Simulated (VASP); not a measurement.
Write the native input for VASP 6.6.1 that does the following.

- Task: single point
- Functional: PBE
- Potentials or basis: VASP PAW PBE potentials, release 64 (Zn, Se)
- Cutoff: 520 eV
- k mesh: 4 × 4 × 4
- Occupations: gaussian, width 0.02 eV
- Spin: no spin polarisation
- Further INCAR settings: ALGO = Normal; EDIFF = 1e-07; NBANDS = 16

The structure of ZnSe lies in POSCAR:

```
ZnSe
1.0
    0.0000000000      2.8338000000      2.8338000000
    2.8338000000      0.0000000000      2.8338000000
    2.8338000000      2.8338000000      0.0000000000
Zn Se
1 1
Direct
    0.0000000000      0.0000000000      0.0000000000
    0.2500000000      0.2500000000      0.2500000000
```

The input as run:

INCAR

```
ALGO = Normal ; EDIFF = 1E-7
ENCUT = 520 ; GGA = PE
ISIF = 2 ; ISMEAR = 0
LASPH = T ; LCHARG = F
LREAL = F ; LWAVE = F
NBANDS = 16 ; NELM = 100
PREC = Accurate ; SIGMA = 0.02
```

KPOINTS

```
k-points
0
Gamma
  4 4 4
```

Potentials or basis: VASP PAW PBE potentials, release 64 (Zn, Se).

Launch:

```sh
$ cat potpaw_PBE.64/Zn/POTCAR potpaw_PBE.64/Se/POTCAR > POTCAR
$ mpirun -np 1 vasp_std > vasp.out
```

It gave:

| Quantity | Value |
| --- | --- |
| Pressure | 2.7 GPa |
| Band gap on the k mesh | 1.28 eV, direct |

Caveat: the k mesh is coarse (spacing up to 0.48 Å⁻¹), so the values aren't converged.

Run time: 14 s on 1 thread of AMD EPYC 7R43 64-Core Processor (Zen 3), with other jobs on the host, peak memory 0.12 GiB.
